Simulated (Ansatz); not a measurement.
ZnS and its competing phases

Method: DFT PBE, scalar-relativistic, plane waves, PAW (Ansatz 0.2.0). All cells share a 420 eV cutoff and Γ-centred k meshes spaced at most about 0.3 Å⁻¹ (2π included). No spin polarisation.

The zero of energy is the elements' standard structures at the same level; no fitted shifts are applied.

All energies are static (0 K, no zero-point motion). The reference form of S is held partly by dispersion forces, which this level lacks.

The competitors are the elements and 1 reference phase of this chemical system (from databases or known types: ZnS), relaxed at the same level; other known phases may be missing.

The candidate was reached from: 4-connected net, two elements alternating.

Space group I-43m (No. 217). a = 7.431 Å, b = 7.431 Å, c = 7.431 Å, α = 90.00°, β = 90.00°, γ = 90.00°
```csv
atom,site,symmetry,x,y,z
Zn,8c,.3m,0.1572,0.1572,0.1572
S,8c,.3m,0.3336,0.3336,0.3336
```

Task: Is it stable, and against what?

Result: Not the lowest form: another structure of the same formula lies lower. Its formation energy is -0.675 eV/atom. The lowest competing phase at this composition is this:

```csv
phase,space group,source,share of atoms,ΔE_f (eV/atom)
ZnS,F-43m (No. 216),COD,1.0000,-0.822
```

The candidate lies 147 meV/atom above this phase (148 meV/atom from unrounded values). The candidate matches no cell in the subsets of the Crystallography Open Database and the Materials Project at hand. It is metastable at best. Checks: no imaginary mode at Γ (other wave vectors untested).
